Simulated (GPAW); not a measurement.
# Si2Mo (P6_222) in GPAW: notebook

One crystal, Si2Mo, is run at these levels: PBE; tasks: single point.

All numbers are computed with GPAW 26.7.0; they aren't measurements. Logs are shortened: lines on timing, memory, paths and dates and some standing lists are left out, and cuts for length are marked. The log counts tension as positive stress, the text compression.

## 1. The undisturbed crystal

The structure is hexagonal, space group P6_222 (No. 180). Conventional cell: a = 4.585 Å, b = 4.585 Å, c = 6.580 Å, α = 90.00°, β = 90.00°, γ = 120.00°. Around Mo (site symmetry 222) lie 10 Si at 2.57 to 2.67 Å. Si (site symmetry 2) is surrounded by 5 Si at 2.55 to 2.67 Å and 5 Mo at 2.57 to 2.67 Å.

Measurements of this composition are mostly on another form, of space group No. 139.

## 2. Single point, PBE (strain = 0.04)

The input, run.py:

```python
from ase.dft.bandgap import bandgap
from ase.io import read, write
from ase.units import GPa
from gpaw import GPAW, PW

atoms = read('Si2Mo.xyz')

calc = GPAW(mode=PW(600),
            xc='PBE',
            kpts={'size': (5, 5, 3), 'gamma': True},
            occupations={'name': 'fermi-dirac', 'width': 0.05},
            nbands=59,
            convergence={'density': 1e-05, 'energy': 1e-05},
            maxiter=150,
            txt='gpaw.txt')
atoms.calc = calc
energy = atoms.get_potential_energy()
forces = atoms.get_forces()
stress = atoms.get_stress()
calc.write('gs.gpw')
write('result.traj', atoms)
print(f'Energy: {energy:.6f} eV')
print('Forces (eV/A):')
print(forces.round(4))
print('Stress (GPa):', (stress / GPa).round(3))
print('Fermi level:', round(calc.get_fermi_level(), 4), 'eV')
print(f'Gap: {bandgap(calc)[0]:.4f} eV, direct: {bandgap(calc, direct=True)[0]:.4f} eV')
```

The input, Si2Mo.xyz:

```xyz
9
Lattice="4.7688904223 0.0000000000 0.0000000000 -2.3844452112 3.9711348592 0.0000000000 0.0000000000 0.0000000000 6.5797601000" Properties=species:S:1:pos:R:3 pbc="T T T"
Mo     1.1922226056      1.9855674296      5.4831334164
Mo    -1.1922226056      1.9855674296      1.0966266836
Mo     2.3844452112      0.0000000000      3.2898800500
Si     0.0000000000      1.3015234067      3.2898800500
Si     1.2122067839      3.3203731558      1.0966266836
Si     3.5966519951      0.6507617034      5.4831334164
Si     2.3844452111      2.6696114525      3.2898800500
Si     1.1722384272      0.6507617034      1.0966266836
Si    -1.2122067840      3.3203731558      5.4831334164
```

Potentials or basis: GPAW PAW data sets (gpaw-data 1.2.1), pw.

Run with:

```sh
> OMP_NUM_THREADS=1 python run.py
```

gpaw.txt:

```text
__  _  _
 | _ |_)|_||  |
 |__||  | ||/\| - 26.7.0

Input parameters:
  mode=PW(ecut=600.0),
  convergence={'density': 1e-05, 'energy': 1e-05},
  kpts=MonkhorstPack(size=(5, 5, 3), gamma=True),
  maxiter=150,
  nbands=59,
  occupations=Occupations(name='fermi-dirac', width=0.05),
  xc=XC(name='PBE')

Diagonalizing LCAO Hamiltonian
Converting LCAO to pw mode

         Si
              Mo
                   Si
                  Si
           Si
                Mo
        Mo     Si
             Si

Atoms  # Å, Bohr magnetons
|   | symbol |         x |        y |        z |    initial magnetic moments |
|---|--------|-----------|----------|----------|-----------------------------|
| 0 |     Mo |  1.192223 | 1.985567 | 5.483133 | ( 0.0000,  0.0000,  0.0000) |
| 1 |     Mo | -1.192223 | 1.985567 | 1.096627 | ( 0.0000,  0.0000,  0.0000) |
| 2 |     Mo |  2.384445 | 0.000000 | 3.289880 | ( 0.0000,  0.0000,  0.0000) |
| 3 |     Si |  0.000000 | 1.301523 | 3.289880 | ( 0.0000,  0.0000,  0.0000) |
| 4 |     Si |  1.212207 | 3.320373 | 1.096627 | ( 0.0000,  0.0000,  0.0000) |
| 5 |     Si |  3.596652 | 0.650762 | 5.483133 | ( 0.0000,  0.0000,  0.0000) |
| 6 |     Si |  2.384445 | 2.669611 | 3.289880 | ( 0.0000,  0.0000,  0.0000) |
| 7 |     Si |  1.172238 | 0.650762 | 1.096627 | ( 0.0000,  0.0000,  0.0000) |
| 8 |     Si | -1.212207 | 3.320373 | 5.483133 | ( 0.0000,  0.0000,  0.0000) |

Unit cell  # Å
| periodic |         x |        y |        z |  lengths |     angles |
|----------|-----------|----------|----------|----------|------------|
|      yes |  4.768890 | 0.000000 | 0.000000 | 4.768890 |  90.000000 |
|      yes | -2.384445 | 3.971135 | 0.000000 | 4.632007 |  90.000000 |
|      yes |  0.000000 | 0.000000 | 6.579760 | 6.579760 | 120.982470 |

Number of symmetries: 4
Symmetry operations  # r_c * U_cc + t_c -> r_c
|   | kind |            matrix            |
|---|------|------------------------------|
| 0 |  E   |  1, 0, 0,  0, 1, 0,  0, 0, 1 |
| 1 |  C2  |  1, 0, 0, -1,-1, 0,  0, 0,-1 |
| 2 |  C2  | -1, 0, 0,  1, 1, 0,  0, 0,-1 |
| 3 |  C2  | -1, 0, 0,  0,-1, 0,  0, 0, 1 |

BZ-sampling:
  Number of BZ points: 75
  Number of IBZ points: 18

  Monkhorst-Pack size: [5, 5, 3]
  Monkhorst-Pack shift: [0, 0, 0]

K-points  # in reciprocal-cell coordinates
|     |                                coordinates |     weight |
|-----|--------------------------------------------|------------|
|   0 | (  0.00000000,   0.00000000,   0.00000000) | 0.01333333 |
|   1 | (  0.00000000,   0.00000000,   0.33333333) | 0.02666667 |
|   2 | (  0.00000000,   0.20000000,   0.00000000) | 0.02666667 |
|   3 | (  0.00000000,   0.20000000,   0.33333333) | 0.05333333 |
|   4 | (  0.00000000,   0.40000000,   0.00000000) | 0.02666667 |
|   5 | (  0.00000000,   0.40000000,   0.33333333) | 0.05333333 |
|   6 | (  0.20000000,   0.00000000,   0.00000000) | 0.05333333 |
|   7 | (  0.20000000,   0.00000000,   0.33333333) | 0.10666667 |
|   8 | (  0.20000000,   0.20000000,   0.00000000) | 0.05333333 |
|   9 | (  0.20000000,   0.20000000,   0.33333333) | 0.10666667 |
| ... |                                            |            |
|  17 | (  0.40000000,   0.40000000,   0.33333333) | 0.10666667 |

Plane wave coefficients: 4180
Cutoff: 600.0 eV

Spin-components: 1 (collinear spins)
Bands:           59
Projectors:      48
Spin-degeneracy: 2
Datatype:        complex128

Parallelization:
  kpt:    1
  domain: 1
  band:   1

Density:
  Valence electrons: 66.0
  Components: 1
  Grid points: [27 27 40]
  Charge: 0.0  # |e|

Potential:
  Grid points: [27 27 40]

species:
  Mo:
    name:    Molybdenum
    Z:       42.0
    valence: 14
    core:    28
    charge:  0.0  # [|e|]
    compensation charges:
      type: gauss
      rc: 0.38  # [Å]
      lmax: 2
    cutoffs:
      filter: 2.16  # [Å]
      core: 1.42  # [Å]
    projectors
    | kind |    occ | energy [eV] | rcut [Å] |
    |------|--------|-------------|----------|
    |   4s |  2.000 |     -64.307 |    1.238 |
    |   5s |  1.000 |      -4.084 |    1.238 |
    |   4p |  6.000 |     -38.491 |    1.296 |
    |   5p |  0.000 |      -1.044 |    1.296 |
    |   4d |  5.000 |      -3.754 |    1.296 |
    |    d |        |      23.458 |    1.296 |

    Using partial waves for Mo as LCAO basis

  Si:
    name:    Silicon
    Z:       14.0
    valence: 4
    core:    10
    charge:  0.0  # [|e|]
    compensation charges:
      type: gauss
      rc: 0.33  # [Å]
      lmax: 2
    cutoffs:
      filter: 1.86  # [Å]
      core: 2.06  # [Å]
    projectors
    | kind |    occ | energy [eV] | rcut [Å] |
    |------|--------|-------------|----------|
    |   3s |  2.000 |     -10.812 |    1.058 |
    |   3p |  2.000 |      -4.081 |    1.058 |
    |    s |        |      16.399 |    1.058 |
    |    p |        |      23.130 |    1.058 |
    |    d |        |       0.000 |    1.058 |

    Using partial waves for Si as LCAO basis

Reference energy: -377720.283396  # eV

eigensolver:
  PPCG
  Converge bands: occupied
  niter=2

density mixing:
  MSR1-Mixer
  Pratt-step length: 0.05
  Maximum mixing coefficient: 0.75
  Old densities: 10
  SVD Regularization: 0.005
  Good broyden scale: 1.0
  Trust region scale: 1.0
  Backstep threshold: 4.0
  History deletion threshold: 6.0
  Fourier metric: weight=20.0, sigma=0.015

occupation numbers:
  Fermi-Dirac:
    width: 0.0500  # eV

poisson solver:
  ecut: 4800.0  # eV

xc functional:
  name: PBE with 2 nearest neighbor stencil

convergence criteria:
- Maximum integral of absolute [dens]ity change: 1e-05 electrons / valence electron
- Maximum [total energy] change in last 3 cyles: 1e-05 eV / valence electron
- Maximum integral of absolute [eigenst]ate change: 4e-08 eV^2 / valence electron
maximum number of iterations: 150

SCF iterations
|iter     | |      energy | eigst |  dens |
|---------|-|-------------|-------|-------|
|iter:   1| |  -72.735167 | +0.65 |       |
|iter:   2| |  -72.340168 | -1.02 | -1.00 |
|iter:   3| |  -71.391220 | -0.61 | -1.03 |
|iter:   4| |  -70.389047 | -1.32 | -1.27 |
|iter:   5| |  -70.355473 | -2.08 | -1.58 |
|iter:   6| |  -70.207223 | -2.49 | -1.67 |
|iter:   7| |  -70.209551 | -3.71 | -2.27 |
|iter:   8| |  -70.208880 | -4.33 | -2.74 |
|iter:   9| |  -70.208889 | -5.67 | -3.29 |
|iter:  10| |  -70.208889c| -6.74 | -3.85 |
|iter:  11| |  -70.208889c| -7.70c| -4.39 |
|iter:  12| |  -70.208889c| -8.48c| -5.12c|

Converged in 12 steps
Energy contributions relative to reference atoms: (reference = -377720.283396)

Energy contributions:
  Kinetic:         -12.995067
  Coulomb:           8.176900
  Zero:             -0.917641
  External:          0.000000
  Xc:              -64.472736
  Entropy:          -0.000692
  Spinorbit:         0.000000
  ----------------------------
  Free energy:     -70.209235
  Extrapolated:    -70.208889

dipole moment: (-8.875086, -14.785686, -0.000025)  # |e|*Ang

Fermi level: 12.137
Eigenvalues  # (at kpt = [0.000, 0.000, 0.000])
| band index |      eig [eV] | occ [0-2] |
|------------|---------------|-----------|
|          0 |       -49.066 |     2.000 |
|        ... |               |           |
|         25 |         8.778 |     2.000 |
|         26 |         8.873 |     2.000 |
|         27 |         9.027 |     2.000 |
|         28 |         9.148 |     2.000 |
|         29 |         9.242 |     2.000 |
|         30 |         9.478 |     2.000 |
[... 8 lines left out ...]
|         39 |        14.907 |     0.000 |
|         40 |        14.957 |     0.000 |
|        ... |               |           |
|         58 |        23.959 |     0.000 |

Gap: 0.498 eV
Transition (v -> c):
  (s=0, k=1, n=32, [0.00, 0.00, 0.33]) -> (s=0, k=12, n=33, [0.40, -0.20, 0.00])
Direct/indirect transitions are different
Direct gap: 0.743 eV
Transition at: (s=0, k=15, n=32, [0.40, 0.00, 0.33])

Forces  # eV/Ang
|        x |        y |        z |
|----------|----------|----------|
|  0.00000 |  0.00000 | -0.01117 |  # Mo   0
|  0.00000 | -0.00000 |  0.01117 |  # Mo   1
|  0.00000 |  0.00000 |  0.00000 |  # Mo   2
| -0.00000 |  0.07567 |  0.00000 |  # Si   3
|  0.01191 |  0.02333 |  0.00893 |  # Si   4
|  0.01191 | -0.02333 | -0.00893 |  # Si   5
|  0.00000 | -0.07567 |  0.00000 |  # Si   6
| -0.01191 | -0.02333 |  0.00893 |  # Si   7
| -0.01191 |  0.02333 | -0.00893 |  # Si   8

Stress tensor  # eV/Ang^3
|        x |         y |        z |
|----------|-----------|----------|
| 0.066711 |  0.000000 | 0.000000 |
| 0.000000 | -0.009078 | 0.000000 |
| 0.000000 |  0.000000 | 0.006286 |

# Writing to gs.gpw (mode='')
```

It took 2.2 min on 1 thread of Intel Xeon Platinum 8488C (Sapphire Rapids), shared host; peak memory 0.29 GiB.

What came out:

| Property | Result |
| --- | --- |
| Free energy | -70.2092 eV |
| Pressure | -3.4 GPa |
| Largest force | 0.076 eV/Å |
| Band gap on the k mesh | 0.50 eV, indirect (least direct gap 0.74 eV) |

Forces on the atoms (eV/Å):
```
Mo   0.000  0.000 -0.011
Mo   0.000  0.000  0.011
Mo   0.000  0.000  0.000
Si   0.000  0.076  0.000
Si   0.012  0.023  0.009
Si   0.012 -0.023 -0.009
Si   0.000 -0.076  0.000
Si  -0.012 -0.023  0.009
Si  -0.012  0.023 -0.009
```

Levels at points of the mesh, in eV from the valence-band top:
| k point | band 30 | band 31 | band 32 | band 33 | band 34 | band 35 | band 36 | band 37 |
| --- | --- | --- | --- | --- | --- | --- | --- | --- |
| (0.00, 0.00, 0.00) | -2.67 | -2.44 | -1.84 | -0.45 | 2.06 | 2.07 | 2.50 | 2.51 |

Caveat: the density grid can change from cell to cell, which puts small steps into energies and stress; an odd mesh through Γ misses points on the zone boundary, where band edges often lie.

## 3. Single point, PBE (strain = 0.02)

run.py: that of step 2 with these lines changed.

```diff
@@ -1,3 +1,4 @@
+from ase import Atoms
 from ase.dft.bandgap import bandgap
-from ase.io import read, write
+from ase.io import write
 from ase.units import GPa
@@ -5,3 +6,16 @@
 
-atoms = read('Si2Mo.xyz')
+atoms = Atoms(['Mo', 'Mo', 'Mo', 'Si', 'Si', 'Si', 'Si', 'Si', 'Si'],
+              cell=[[4.6771809911, 0.0, 0.0],
+                    [-2.3385904956, 3.9711348592, 0.0],
+                    [0.0, 0.0, 6.5797601]],
+              scaled_positions=[[0.5, 0.5, 0.8333333333],
+                                [0.0, 0.5, 0.1666666667],
+                                [0.5, 0.0, 0.5],
+                                [0.16387298, 0.32774596, 0.5],
+                                [0.67225404, 0.83612702, 0.1666666667],
+                                [0.83612702, 0.16387298, 0.8333333333],
+                                [0.83612702, 0.67225404, 0.5],
+                                [0.32774596, 0.16387298, 0.1666666667],
+                                [0.16387298, 0.83612702, 0.8333333333]],
+              pbc=True)
```

Potentials or basis: GPAW PAW data sets (gpaw-data 1.2.1), pw.

Run with:

```sh
> OMP_NUM_THREADS=1 python run.py
```

Wall time 2.4 min (1 thread of Intel Xeon Platinum 8488C (Sapphire Rapids), shared host); peak memory 0.29 GiB.

The run converged. Its results:

```yaml
Free_energy: -70.3191 eV
Pressure: 0.0 GPa
Largest_force: 0.043 eV/Å
Band_gap_on_the_k_mesh: 0.56 eV, indirect (least direct gap 0.82 eV)
```

Forces in eV/Å, atoms in the order of the input:
```
Mo   0.000  0.000 -0.006
Mo   0.000  0.000  0.006
Mo   0.000  0.000  0.000
Si   0.000  0.043  0.000
Si  -0.002  0.003  0.006
Si  -0.002 -0.003 -0.006
Si   0.000 -0.043  0.000
Si   0.002 -0.003  0.006
Si   0.002  0.003 -0.006
```

Stress tensor (GPa, compression positive):
```
-3.88  0.00  0.00
 0.00  2.66  0.00
 0.00  0.00  1.32
```

Levels at points of the mesh, in eV from the valence-band top:
```csv
k point,band 29,band 30,band 31,band 32,band 33,band 34,band 35,band 36,band 37,band 38
"(0.00, 0.00, 0.00)",-2.78,-2.68,-2.45,-1.82,-0.46,2.19,2.38,2.58,2.65,2.72
```

Caveat: the density grid can change from cell to cell, which puts small steps into energies and stress; an odd mesh through Γ misses points on the zone boundary, where band edges often lie.

## 4. Single point, PBE (strain = -0.04)

run.py: that of step 3 with these lines changed.

```diff
@@ -7,4 +7,4 @@
 atoms = Atoms(['Mo', 'Mo', 'Mo', 'Si', 'Si', 'Si', 'Si', 'Si', 'Si'],
-              cell=[[4.6771809911, 0.0, 0.0],
-                    [-2.3385904956, 3.9711348592, 0.0],
+              cell=[[4.4020526975, 0.0, 0.0],
+                    [-2.2010263488, 3.9711348592, 0.0],
                     [0.0, 0.0, 6.5797601]],
```

Run with:

```sh
> OMP_NUM_THREADS=1 python run.py
```

Run time: 2.2 min. Hardware: 1 thread of Arm Neoverse V1, shared host; peak memory 0.28 GiB.

It converged, with:

- Free energy: -69.9015 eV
- Pressure: 14.2 GPa
- Largest force: 0.067 eV/Å
- Band gap on the k mesh: 0.69 eV, indirect (least direct gap 0.95 eV)

Forces on the atoms (eV/Å):
```
Mo   0.000  0.000  0.008
Mo   0.000  0.000 -0.008
Mo   0.000  0.000  0.000
Si   0.000  0.019  0.000
Si  -0.061 -0.006 -0.027
Si  -0.061  0.006  0.027
Si   0.000 -0.019  0.000
Si   0.061  0.006 -0.027
Si   0.061 -0.006  0.027
```

Stress tensor (GPa, compression positive):
```
24.63  0.00  0.00
 0.00  8.46  0.00
 0.00  0.00  9.62
```

Levels at points of the mesh, in eV from the valence-band top:
```tsv
k point	band 29	band 30	band 31	band 32	band 33	band 34	band 35	band 36	band 37	band 38
(0.00, 0.00, 0.00)	-2.64	-2.47	-2.10	-1.54	-0.46	2.55	2.88	2.88	3.05	3.20
```

Caveat: the density grid can change from cell to cell, which puts small steps into energies and stress; an odd mesh through Γ misses points on the zone boundary, where band edges often lie.

## 5. Overview

```tsv
cell	gap on the mesh (eV)	pressure (GPa)	largest force (eV/Å)
strain = 0.04	0.50	-3.4	0.08
strain = 0.02	0.56	0.0	0.04
strain = -0.04	0.69	14.2	0.07
```

Alike in all rows: task single point; level PBE; potentials or basis GPAW PAW data sets (gpaw-data 1.2.1), pw; no spin polarisation; k mesh 5 × 5 × 3; cutoff (eV) 600; smearing fermi-dirac 0.05 eV.

Caveats: the density grid can change from cell to cell, which puts small steps into energies and stress; an odd mesh through Γ misses points on the zone boundary, where band edges often lie.

Total energies depend on the potentials used, so only differences within one code and one set of settings carry meaning.
